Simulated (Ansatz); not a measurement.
Runs of Ansatz 0.2.0 on TiC. The structure is hexagonal, space group P-6m2 (No. 187). Conventional cell: a = 3.042 Å, b = 3.042 Å, c = 2.698 Å, α = 90.00°, β = 90.00°, γ = 120.00°. Ti (site symmetry -6m2) is surrounded by 6 C at 2.21 Å. C (site symmetry -6m2) has 6 Ti at 2.21 Å as nearest neighbours. The cell was built by a generator and needn't be a form met in nature.

```csv
task,level,cutoff (eV),points for each segment of the path,gap on the mesh (eV),pressure (GPa)
band structure,HSE06,420,4,none,-4.8
single point,r2SCAN0,500,-,none,(b)
single point,r2SCAN50,500,-,-,-9.4
band structure,HSE03,420,4,none,-4.4
single point,B3LYP,420,-,none,(a)
band structure,HSEsol,420,4,none,-9.1
single point,r2SCANh,500,-,none,-3.1
single point,HF,420,-,2.70,6.7
```

Alike in all rows: potentials or basis Ansatz PAW; no spin polarisation; cell as given; k mesh 5 × 5 × 5; smearing fermi-dirac 0.05 eV; the mesh is coarse, so values aren't converged.

**Question.** Fill in the values left out.

**Answer.** (a) 1.1; (b) -5.6.

Caveats: all runs use coarse meshes; the PAW data sets come from PBE, with cores solved anew for the run's functional, which leaves a small shift of forces and pressure; the thresholds are loose for stress; odd divisions of the mesh miss points on the zone boundary, where band edges often lie, so the gap on the mesh can be too wide (some runs).

A k mesh can miss the band edges.

A gap of «none» marks a metal or a gap under the smearing width.
